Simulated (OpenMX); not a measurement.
Something may be wrong with this OpenMX 3.8.5 calculation of PbSe (Clausthalite).

The input PbSe.dat:

```
System.CurrrentDirectory             ./
System.Name                          PbSe
DATA.PATH                            ./DFT_DATA13
level.of.stdout                      1
level.of.fileout                     0
Species.Number                       2
<Definition.of.Atomic.Species
  Pb  Pb8.0-s3p2d2f1         Pb_CA13
  Se  Se7.0-s3p2d2           Se_CA13
Definition.of.Atomic.Species>

Atoms.Number                         2
Atoms.SpeciesAndCoordinates.Unit     AU
<Atoms.SpeciesAndCoordinates
    1  Pb    0.0000000000    0.0000000000    0.0000000000   7.250  6.750    90.00    0.00   90.00    0.00  1  off
    2  Se    5.7837902633    5.7837902633    5.7837902633   3.000  3.000     0.00    0.00    0.00    0.00  0  off
Atoms.SpeciesAndCoordinates>

Atoms.UnitVectors.Unit               AU
<Atoms.UnitVectors
     0.0000000000    5.7837902633    5.7837902633
     5.7837902633    0.0000000000    5.7837902633
     5.7837902633    5.7837902633    0.0000000000
Atoms.UnitVectors>

scf.XcType                           LSDA-CA
scf.SpinPolarization                 nc
scf.SpinOrbit.Coupling               on
scf.Constraint.NC.Spin               on
scf.Constraint.NC.Spin.v             0.2
scf.ElectronicTemperature            580.226
scf.energycutoff                     500.0
scf.maxIter                          5
scf.EigenvalueSolver                 band
scf.Kgrid                            7 7 7
scf.Mixing.Type                      rmm-diisk
scf.Init.Mixing.Weight               0.05
scf.Min.Mixing.Weight                0.001
scf.Max.Mixing.Weight                0.3
scf.Mixing.History                   25
scf.Mixing.StartPulay                8
scf.criterion                        1.0e-7
MD.Type                              nomd
```

Potentials or basis: OpenMX 2013 LDA set, Pb8.0-s3p2d2f1, Se7.0-s3p2d2, grid cutoff 500 Ry.

Run with:

```console
$ openmx PbSe.dat -nt 1 > PbSe.std
```

PbSe.out:

```text
Required cutoff energy (Ryd) for 3D-grids = 500.0000
      Used cutoff energy (Ryd) for 3D-grids = 509.8218, 509.8218, 509.8218
  Num. of grids of a-, b-, and c-axes = 48, 48, 48

  Num.Grid1.    48
  Num.Grid2.    48
  Num.Grid3.    48

  Cell_Volume =    386.961362119698 (Bohr^3)
  GridVol     =      0.003498999585 (Bohr^3)
  Cell vectors (bohr) of the grid cell (gtv)
    gtv_a =  0.000000000000,  0.120495630485,  0.120495630485
    gtv_b =  0.120495630485,  0.000000000000,  0.120495630485
    gtv_c =  0.120495630485,  0.120495630485,  0.000000000000
    |gtv_a| =  0.170406554839
    |gtv_b| =  0.170406554839
[... 1169 lines left out ...]
          1 pz            0.00000   0.00000   0.00000   0.00000  -0.00000   0.00000   0.00000  -0.00000
          0 d3z^2-r^2    -0.00000  -0.00000  -0.00000  -0.00000   0.00000   0.00000  -0.00000  -0.00000
          0 dx^2-y^2      0.00001  -0.00000   0.00001  -0.00000  -0.00001   0.00000   0.00001  -0.00000
          0 dxy           0.00000  -0.00000  -0.00000   0.00000  -0.00000   0.00000  -0.00000   0.00000
          0 dxz          -0.00000   0.00000   0.00000  -0.00000  -0.00000   0.00000  -0.00000   0.00000
          0 dyz          -0.00000   0.00000  -0.00000   0.00000  -0.00000  -0.00000   0.00000   0.00000
          1 d3z^2-r^2     0.00000   0.00000   0.00000   0.00000  -0.00000  -0.00000   0.00000   0.00000
          1 dx^2-y^2     -0.00000   0.00000  -0.00000   0.00000   0.00000  -0.00000  -0.00000   0.00000
          1 dxy          -0.00000   0.00000   0.00000  -0.00000  -0.00000  -0.00000   0.00000  -0.00000
          1 dxz           0.00000  -0.00000  -0.00000   0.00000   0.00000  -0.00000   0.00000  -0.00000
          1 dyz           0.00000   0.00000   0.00000   0.00000   0.00000  -0.00000  -0.00000   0.00000

***********************************************************
       xyz-coordinates (Ang) and forces (Hartree/Bohr)
***********************************************************

<coordinates.forces
  2
    1    Pb     0.00000   0.00000   0.00000  -0.000000000076 -0.000000000037  0.000000000130
    2    Se     3.06065   3.06065   3.06065   0.000000000032  0.000000000213  0.000000000223
coordinates.forces>

***********************************************************
       Fractional coordinates of the final structure
***********************************************************

     1     Pb     0.00000000000000   0.00000000000000   0.00000000000000
     2     Se     0.50000000000000   0.50000000000000   0.50000000000000
```

Task: How did it end, and where is the flaw?

Result: The calculation stopped without meeting its thresholds. The input holds a flaw that was put in on purpose: too few SCF iterations (scf.maxIter = 5).
